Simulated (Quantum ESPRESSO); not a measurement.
Crystal: GaN.

```xyz
2
Lattice="0.0000 2.2535 2.2535 2.2535 0.0000 2.2535 2.2535 2.2535 0.0000" Properties=species:S:1:pos:R:3 pbc="T T T"
Ga    0.0000    0.0000    0.0000
N     1.1268    1.1268    1.1268
```

The cell is a database's computed one.

| Item | Value |
| --- | --- |
| Program | Quantum ESPRESSO 7.5 |
| Task | phonons |
| Functional | PW91 |
| Potentials or basis | GBRV 1.5 PBE |
| Cutoff | 762 eV |
| Density cutoff | 6095 eV |
| k mesh | 8 × 8 × 8, shifted |
| Occupations | fermi-dirac, width 0.05 eV |
| Spin | no spin polarisation |
| Mixing beta | 0.5 |
| Most SCF iterations | 120 |
| SCF threshold | 4e-10 Ry |

The cell and the atoms were relaxed first, to 11.76 Å³/atom (a = 3.216 Å, b = 3.216 Å, c = 3.216 Å, α = 60.00°, β = 60.00°, γ = 60.00°), and the response was taken there.

The first run showed a gap, so the response started from a second, tighter run with fixed occupations.

How polar is the lattice: what are the Born charges, the two dielectric constants and the LO-TO splitting?

Born charges ±2.69 e; dielectric constants 6.08 (electrons alone) and 10.94 (static); transverse and longitudinal modes at 516 and 692 cm⁻¹.

Caveat: the potentials were made for another functional, which shifts forces and pressure; before the sum rule the acoustic modes lie tens of cm⁻¹ from zero, a sign that the density grid also shifts the optical modes.
